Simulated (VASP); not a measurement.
# Sb (Im-3m) in VASP: a series of runs

Runs on Sb. Level: PBE. Tasks: single point.

Everything below comes from runs of VASP 6.6.1. Logs are shortened: lines on timing, memory, paths and dates and some standing lists are left out, and cuts for length are marked.

**1. Starting point**

The structure is cubic, space group Im-3m (No. 229). Conventional cell: a = 3.743 Å, b = 3.743 Å, c = 3.743 Å, α = 90.00°, β = 90.00°, γ = 90.00°. Sb (site symmetry m-3m) has 8 Sb at 3.24 Å as nearest neighbours.

This isn't the form of Sb at room conditions, which is rhombohedral.

**2. Single point, PBE**

Contents of INCAR:

```
SYSTEM = Sb
PREC = Accurate
ENCUT = 450
EDIFF = 0.001
ISMEAR = 0
SIGMA = 0.05
LREAL = .False.
LASPH = .True.
NELM = 100
ALGO = Normal
ISIF = 2
LWAVE = .False.
LCHARG = .False.
GGA = PE
ADDGRID = .False.
```

Contents of KPOINTS:

```
Automatic mesh
0
Gamma
  5 5 5
  0 0 0
```

Contents of POSCAR:

```
Sb
1.0
   -1.8713408863      1.8713408863      1.8713408863
    1.8713408863     -1.8713408863      1.8713408863
    1.8713408863      1.8713408863     -1.8713408863
Sb
1
Direct
    0.0000000000      0.0000000000      0.0000000000
```

Potentials or basis: VASP PAW PBE potentials, release 64 (Sb).

Started as:

```sh
$ cat potpaw_PBE.64/Sb/POTCAR > POTCAR
$ mpirun -np 1 vasp_std > vasp.out
```

OUTCAR:

```text
SYSTEM = Sb
   PREC = Accurate
   ENCUT = 450
   EDIFF = 0.001
   ISMEAR = 0
   LREAL = .False.
   LASPH = .True.
   NELM = 100
   ISIF = 2
   GGA = PE

 Found     10 irreducible k-points:

 Following reciprocal coordinates:
            Coordinates               Weight
  0.000000  0.000000  0.000000      1.000000
  0.200000  0.000000  0.000000     12.000000
  0.400000  0.000000  0.000000     12.000000
  0.200000  0.200000  0.000000     24.000000
  0.400000  0.200000  0.000000     24.000000
  0.200000  0.200000  0.200000      8.000000
   k-points           NKPTS =     10   k-points in BZ     NKDIM =     10   number of bands    NBANDS=      6
   number of dos      NEDOS =    301   number of ions     NIONS =      1
   total plane-waves  NPLWV =  13824
   dimension x,y,z NGX =    24 NGY =   24 NGZ =   24
   dimension x,y,z NGXF=    48 NGYF=   48 NGZF=   48
   ions per type =               1
   NGX,Y,Z   is equivalent  to a cutoff of  12.31, 12.31, 12.31 a.u.
   NGXF,Y,Z  is equivalent  to a cutoff of  24.62, 24.62, 24.62 a.u.
 SYSTEM =  Sb
   PREC   = accura    normal or accurate (medium, high low for compatibility)
   ISTART =      0    job   : 0-new  1-cont  2-samecut
   ICHARG =      2    charge: 1-file 2-atom 10-const
   ISPIN  =      1    spin polarized calculation?
   LNONCOLLINEAR =      F non collinear calculations
   LSORBIT =      F    spin-orbit coupling
   LASPH  =      T    aspherical Exc in radial PAW
   ENCUT  =  450.0 eV  33.07 Ry    5.75 a.u.   5.61  5.61  5.61*2*pi/ulx,y,z
   NELM   =    100;   NELMIN=  2; NELMDL= -5     # of ELM steps
   EDIFF  = 0.1E-02   stopping-criterion for ELM
   LREAL  =      F    real-space projection
   EDIFFG = 0.1E-01   stopping-criterion for IOM
   NSW    =      0    number of steps for IOM
   IBRION =     -1    ionic relax: 0-MD 1-quasi-New 2-CG
   NFREE  =      0    steps in history (QN), initial steepest desc. (CG)
   ISIF   =      2    stress and relaxation
   ISYM   =      2    0-nonsym 1-usesym 2-fastsym
   POTIM  = 0.5000    time-step for ionic-motion
   TEBEG  =    0.0;   TEEND  =   0.0 temperature during run
   PSTRESS=    0.0 pullay stress
   NELECT =       5.0000    total number of electrons
   NUPDOWN=      -1.0000    fix difference up-down
   EMIN   =  10.00;   EMAX   =-10.00  energy-range for DOS
   EFERMI =   0.00;   METHOD = LEGACY
   ISMEAR =     0;   SIGMA  =   0.05  broadening in eV -4-tet -1-fermi 0-gaus
   EFERMI_NEDOS =   21; number of points for ismear=-14 and -15
   IALGO  =     38    algorithm
   IMIX   =      4    mixing-type and parameters
     AMIX     =   0.40;   BMIX     =  1.00
     AMIX_MAG =   1.60;   BMIX_MAG =  1.00
  volume/ion in A,a.u.               =      26.21       176.89
  Fermi-wavevector in a.u.,A,eV,Ry     =   0.942378  1.780837 12.083018  0.888077
  Thomas-Fermi vector in A             =   2.069982
   LORBIT       =      0    0 simple, 1 ext, 2 COOP (PROOUT), +10 PAW based schemes
   GGA     = PE    functional components
   LHFCALC =     F    Hartree Fock is set to
   AEXX    =    0.0000 exact exchange contribution
   IVDW    =     0    specifies the selected vdW correction
   LEPSILON=     F    determine dielectric tensor
   LRPA    =     F    only Hartree local field effects (RPA)
 non-spin polarized calculation
 Gauss-broadening in eV      SIGMA  =   0.05
  energy-cutoff  :      450.00
  volume of cell :       26.21
 maximum number of plane-waves:       578
 NGX is ok and might be reduce to    24
   NGX = 11   NGY = 11   NGZ = 11

 number of electron       4.9999999 magnetization

 Free energy of the ion-electron system (eV)
  ---------------------------------------------------
  ext. energy  EPLUGINS =         0.00000000
  ---------------------------------------------------
  free energy    TOTEN  =        -3.86215542 eV

  energy without entropy =       -3.85205777  energy(sigma->0) =       -3.85710659

 E-fermi :   8.9108     XC(G=0): -10.3536

 val. band max:        8.9032930251   @ k =   0.2000   0.2000   0.0000
 cond. band min:       8.9281410713   @ k =  -0.4000   0.4000   0.2000
 fundamental gap:      0.0248480461
 Fermi energy:         8.9107933975

 k-point     1 :       0.0000    0.0000    0.0000
  band No.  band energies     occupation
      1      -4.2603      2.00000
      2      14.4923      0.00000
      3      14.4923      0.00000
      4      14.4923      0.00000
      5      19.4392      0.00000
      6      19.4392      0.00000

 k-point     2 :       0.2000    0.0000    0.0000
  band No.  band energies     occupation
      1      -3.4055      2.00000
      2       9.9801      0.00000
      3      12.5848      0.00000
      4      13.8018      0.00000
      5      16.9584      0.00000
      6      17.2426      0.00000

 k-point     3 :       0.4000    0.0000    0.0000
  band No.  band energies     occupation
      1      -1.0122      2.00000
      2       4.4100      2.00000
      3      10.7867      0.00000
      4      12.7811      0.00000
      5      15.4861      0.00000
      6      15.9162      0.00000

 k-point     4 :       0.2000    0.2000    0.0000
  band No.  band energies     occupation
      1      -1.7528      2.00000
      2       6.7968      2.00000
      3       8.9033      1.16800
      4      12.0983      0.00000
      5      17.1443      0.00000
      6      18.1229      0.00000

 k-point     5 :       0.4000    0.2000    0.0000
  band No.  band energies     occupation
      1       0.3930      2.00000
      2       3.7310      2.00000
      3       7.3255      2.00000
      4      11.4252      0.00000
      5      16.8649      0.00000
      6      19.6094      0.00000

 k-point     6 :       0.2000    0.2000    0.2000
  band No.  band energies     occupation
      1       0.2658      2.00000
      2       5.0414      2.00000
      3       7.3647      2.00000
      4       7.3647      2.00000
      5      21.9776      0.00000
      6      21.9776      0.00000

 [... further k-points ...]

------------------------ aborting loop because EDIFF is reached ----------------------------------------

  FORCE on cell =-STRESS in cart. coord.  units (eV):
  Direction    XX          YY          ZZ          XY          YZ          ZX
  --------------------------------------------------------------------------------------
  -------------------------------------------------------------------------------------
  Total        0.1743397      0.1743397      0.1743397      0.0000000      0.0000000     -0.0000000
  in kB       10.6558541     10.6558541     10.6558541      0.0000000      0.0000000     -0.0000000
  external PRESSURE =      10.6558541 kB  Pullay stress =       0.0000000 kB

 VOLUME and BASIS-vectors are now :
 -----------------------------------------------------------------------------
  energy-cutoff  :      450.00
  volume of cell :       26.21
      direct lattice vectors                 reciprocal lattice vectors
    -1.871340886  1.871340886  1.871340886     0.000000000  0.267188092  0.267188092
     1.871340886 -1.871340886  1.871340886     0.267188092  0.000000000  0.267188092
     1.871340886  1.871340886 -1.871340886     0.267188092  0.267188092  0.000000000

 POSITION                                       TOTAL-FORCE (eV/Angst)
 -----------------------------------------------------------------------------------
      0.00000      0.00000      0.00000         0.000000     -0.000000      0.000000
 -----------------------------------------------------------------------------------
    total drift:                                0.000000     -0.000000      0.000000

  FREE ENERGIE OF THE ION-ELECTRON SYSTEM (eV)
  ---------------------------------------------------
  free  energy   TOTEN  =        -3.8621554165 eV

  energy  without entropy=       -3.8520577656  energy(sigma->0) =       -3.85710659
```

Run time: 3.5 s. Hardware: 1 thread of AMD EPYC 7R43 (Zen 3), shared host; peak memory 0.09 GiB.

The run converged, but some of its settings lie outside the range that counts as converged, so its numbers aren't taken as properties of the crystal.

Results:

```
Free energy            : -3.8622 eV
Pressure               : 1.1 GPa
Band gap on the k mesh : none (metal or under the smearing width)
```

Caveat: the k mesh is coarse (spacing up to 0.47 Å⁻¹), so the values aren't converged.

**3. Single point, PBE**

INCAR is that of step 2.

KPOINTS is that of step 2.

Contents of POSCAR:

```
Sb
1.0
   -1.8488020000      1.8498240000      1.9110830000
    1.8778730000     -1.8297390000      1.9200690000
    1.8451380000      1.8260750000     -1.8909980000
Sb
1
Direct
   -0.0010080000      0.0132760000      0.0062290000
```

Potentials or basis: VASP PAW PBE potentials, release 64 (Sb).

Started as:

```sh
$ cat potpaw_PBE.64/Sb/POTCAR > POTCAR
$ mpirun -np 1 vasp_std > vasp.out
```

OUTCAR:

```text
SYSTEM = Sb
   PREC = Accurate
   ENCUT = 450
   EDIFF = 0.001
   ISMEAR = 0
   LREAL = .False.
   LASPH = .True.
   NELM = 100
   ISIF = 2
   GGA = PE

 Found     63 irreducible k-points:

 Following reciprocal coordinates:
            Coordinates               Weight
  0.000000  0.000000  0.000000      1.000000
  0.200000 -0.000000  0.000000      2.000000
  0.400000  0.000000  0.000000      2.000000
 -0.000000  0.200000  0.000000      2.000000
  0.200000  0.200000  0.000000      2.000000
  0.400000  0.200000  0.000000      2.000000
   k-points           NKPTS =     63   k-points in BZ     NKDIM =     63   number of bands    NBANDS=      6
   number of dos      NEDOS =    301   number of ions     NIONS =      1
   total plane-waves  NPLWV =  13824
   dimension x,y,z NGX =    24 NGY =   24 NGZ =   24
   dimension x,y,z NGXF=    48 NGYF=   48 NGZF=   48
   ions per type =               1
   NGX,Y,Z   is equivalent  to a cutoff of  12.32, 12.28, 12.42 a.u.
   NGXF,Y,Z  is equivalent  to a cutoff of  24.64, 24.55, 24.85 a.u.
 SYSTEM =  Sb
   PREC   = accura    normal or accurate (medium, high low for compatibility)
   ISTART =      0    job   : 0-new  1-cont  2-samecut
   ICHARG =      2    charge: 1-file 2-atom 10-const
   ISPIN  =      1    spin polarized calculation?
   LNONCOLLINEAR =      F non collinear calculations
   LSORBIT =      F    spin-orbit coupling
   LASPH  =      T    aspherical Exc in radial PAW
   ENCUT  =  450.0 eV  33.07 Ry    5.75 a.u.   5.60  5.62  5.56*2*pi/ulx,y,z
   NELM   =    100;   NELMIN=  2; NELMDL= -5     # of ELM steps
   EDIFF  = 0.1E-02   stopping-criterion for ELM
   LREAL  =      F    real-space projection
   EDIFFG = 0.1E-01   stopping-criterion for IOM
   NSW    =      0    number of steps for IOM
   IBRION =     -1    ionic relax: 0-MD 1-quasi-New 2-CG
   NFREE  =      0    steps in history (QN), initial steepest desc. (CG)
   ISIF   =      2    stress and relaxation
   ISYM   =      2    0-nonsym 1-usesym 2-fastsym
   POTIM  = 0.5000    time-step for ionic-motion
   TEBEG  =    0.0;   TEEND  =   0.0 temperature during run
   PSTRESS=    0.0 pullay stress
   NELECT =       5.0000    total number of electrons
   NUPDOWN=      -1.0000    fix difference up-down
   EMIN   =  10.00;   EMAX   =-10.00  energy-range for DOS
   EFERMI =   0.00;   METHOD = LEGACY
   ISMEAR =     0;   SIGMA  =   0.05  broadening in eV -4-tet -1-fermi 0-gaus
   EFERMI_NEDOS =   21; number of points for ismear=-14 and -15
   IALGO  =     38    algorithm
   IMIX   =      4    mixing-type and parameters
     AMIX     =   0.40;   BMIX     =  1.00
     AMIX_MAG =   1.60;   BMIX_MAG =  1.00
  volume/ion in A,a.u.               =      26.21       176.89
  Fermi-wavevector in a.u.,A,eV,Ry     =   0.942378  1.780837 12.083020  0.888077
  Thomas-Fermi vector in A             =   2.069982
   LORBIT       =      0    0 simple, 1 ext, 2 COOP (PROOUT), +10 PAW based schemes
   GGA     = PE    functional components
   LHFCALC =     F    Hartree Fock is set to
   AEXX    =    0.0000 exact exchange contribution
   IVDW    =     0    specifies the selected vdW correction
   LEPSILON=     F    determine dielectric tensor
   LRPA    =     F    only Hartree local field effects (RPA)
 non-spin polarized calculation
 Gauss-broadening in eV      SIGMA  =   0.05
  energy-cutoff  :      450.00
  volume of cell :       26.21
 maximum number of plane-waves:       584
 NGX is ok and might be reduce to    24
   NGX = 11   NGY = 11   NGZ = 11

 number of electron       5.0000000 magnetization

 Free energy of the ion-electron system (eV)
  ---------------------------------------------------
  ext. energy  EPLUGINS =         0.00000000
  ---------------------------------------------------
  free energy    TOTEN  =        -3.89276155 eV

  energy without entropy =       -3.88935178  energy(sigma->0) =       -3.89105667

 E-fermi :   8.9331     XC(G=0): -10.3518

 val. band max:        8.9308932430   @ k =  -0.2000  -0.4000   0.4000
 cond. band min:       8.9410885553   @ k =  -0.2000  -0.2000   0.4000
 fundamental gap:      0.0101953123
 Fermi energy:         8.9331449803

 k-point     1 :       0.0000    0.0000    0.0000
  band No.  band energies     occupation
      1      -4.2603      2.00000
      2      14.2729      0.00000
      3      14.5139      0.00000
      4      14.6670      0.00000
      5      19.1203      0.00000
      6      19.3483      0.00000

 k-point     2 :       0.2000   -0.0000    0.0000
  band No.  band energies     occupation
      1      -3.4206      2.00000
      2       9.8418      0.00000
      3      12.6445      0.00000
      4      13.9057      0.00000
      5      17.0065      0.00000
      6      17.3873      0.00000
[... 28 lines left out ...]
 k-point     6 :       0.4000    0.2000    0.0000
  band No.  band energies     occupation
      1       0.2854      2.00000
      2       3.7069      2.00000
      3       7.3220      2.00000
      4      11.6785      0.00000
      5      17.1477      0.00000
      6      19.5189      0.00000

 [... further k-points ...]

------------------------ aborting loop because EDIFF is reached ----------------------------------------

  FORCE on cell =-STRESS in cart. coord.  units (eV):
  Direction    XX          YY          ZZ          XY          YZ          ZX
  --------------------------------------------------------------------------------------
  -------------------------------------------------------------------------------------
  Total       -0.1797974     -0.1596705      0.8115648     -0.0499525      0.0518318     -0.0407606
  in kB      -10.9894345     -9.7592518     49.6038221     -3.0531578      3.1680195     -2.4913386
  external PRESSURE =       9.6183786 kB  Pullay stress =       0.0000000 kB

 VOLUME and BASIS-vectors are now :
 -----------------------------------------------------------------------------
  energy-cutoff  :      450.00
  volume of cell :       26.21
      direct lattice vectors                 reciprocal lattice vectors
    -1.848802000  1.849824000  1.911083000    -0.001760844  0.270622024  0.259612708
     1.877873000 -1.829739000  1.920069000     0.266576263 -0.001149462  0.259001326
     1.845138000  1.826075000 -1.890998000     0.268894891  0.272329269 -0.003468089

 POSITION                                       TOTAL-FORCE (eV/Angst)
 -----------------------------------------------------------------------------------
     -1.81051      1.83504      1.92287        -0.000000     -0.000000     -0.000000
 -----------------------------------------------------------------------------------
    total drift:                               -0.000000      0.000000     -0.000000

  FREE ENERGIE OF THE ION-ELECTRON SYSTEM (eV)
  ---------------------------------------------------
  free  energy   TOTEN  =        -3.8927615541 eV

  energy  without entropy=       -3.8893517823  energy(sigma->0) =       -3.89105667
```

OSZICAR:

```text
N       E                     dE             d eps       ncg     rms          rms(c)
DAV:   1     0.663502476406E+01    0.66350E+01   -0.14665E+03   762   0.475E+02
DAV:   2    -0.373344822995E+01   -0.10368E+02   -0.95403E+01  1020   0.688E+01
DAV:   3    -0.389672955449E+01   -0.16328E+00   -0.16158E+00   888   0.943E+00
DAV:   4    -0.389730411251E+01   -0.57456E-03   -0.57450E-03  1080   0.739E-01
DAV:   5    -0.389730570978E+01   -0.15973E-05   -0.15970E-05   858   0.287E-02    0.185E+00
DAV:   6    -0.389427142262E+01    0.30343E-02   -0.23020E-03   864   0.334E-01    0.105E+00
DAV:   7    -0.389274167315E+01    0.15297E-02   -0.47961E-03   798   0.476E-01    0.641E-02
DAV:   8    -0.389276155411E+01   -0.19881E-04   -0.68152E-05   468   0.818E-02
   1 F= -.38927616E+01 E0= -.38910567E+01  d E =-.340977E-02
```

Wall time 8.4 s (1 thread of AMD EPYC 7R43 (Zen 3), shared host); peak memory 0.1 GiB.

These settings aren't checked as converged: the numbers below hold their error.

What came out:

```
Free energy            : -3.8928 eV
Pressure               : 1.0 GPa
Band gap on the k mesh : none (metal or under the smearing width)
```

Caveat: the k mesh is coarse (spacing up to 0.48 Å⁻¹), so the values aren't converged.

**4. For comparison**

An earlier run on the cell as given: functional PBE; potentials or basis VASP PAW PBE potentials, release 64 (Sb); cutoff 520 eV; k mesh 10 × 10 × 10; occupations fermi-dirac, width 0.05 eV; no spin polarisation.

- Pressure: 3.0 GPa
- Band gap on the k mesh: none (metal or under the smearing width)
